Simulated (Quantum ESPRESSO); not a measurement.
# GaN: zone-centre phonons and dielectric response under several settings

```
Ga N
1.0
     0.00000    2.25350    2.25350
     2.25350    0.00000    2.25350
     2.25350    2.25350    0.00000
Ga N
1 1
Direct
  0.00000 0.00000 0.00000
  0.25000 0.25000 0.25000
```

The cell is a database's computed one.

All runs used Quantum ESPRESSO 7.5; no spin polarisation; cutoff 1143 eV; occupations smeared at first, fixed for the response.

| level | potentials | k mesh (s: shifted) | geometry | volume (Å³/atom) | pressure (GPa) | lowest optical mode without the field (cm⁻¹) | highest mode with the field (cm⁻¹) | ε∞ (mean) | ε0 (mean) | Born charge of atom 1 (e) | sum of the Born charges (e) |
| --- | --- | --- | --- | --- | --- | --- | --- | --- | --- | --- | --- |
| PBEsol | PseudoDojo 0.4.1 SR PBEsol standard | 4 × 4 × 4s | relaxed cell | ? | 0.0 | ? | ? | ? | ? | ? | ? |
| PBE+D2 | PseudoDojo 0.4.1 SR PBE standard | 8 × 8 × 8s | relaxed cell | 11.65 | 0.0 | 523 | 700 | 6.06 | 10.9 | 2.69 | 0.00 |
| BLYP | PseudoDojo 0.4.1 SR PBE standard | 8 × 8 × 8s | given cell, atoms relaxed | 11.44 | 10.9 | 551 | 728 | 5.85 | 10.2 | 2.68 | 0.00 |

What stands in the row left open?

Volume 11.39 Å³/atom; lowest optical mode without the field 536 cm⁻¹; highest mode with the field 713 cm⁻¹; ε∞ 6.01; ε0 10.6; Born charge of atom 1 2.67 e; sum of the Born charges -0.01 e.

Caveats: some runs use coarse meshes; the potentials were made for another functional, which shifts forces and pressure (some runs); the cell is more than 3 GPa from zero pressure, which shifts response properties (some runs); before the sum rule the acoustic modes lie tens of cm⁻¹ from zero, a sign that the density grid also shifts the optical modes (some runs).

For the row left open. Caveat: the k mesh is coarse (spacing up to 0.60 Å⁻¹), so the values aren't converged.
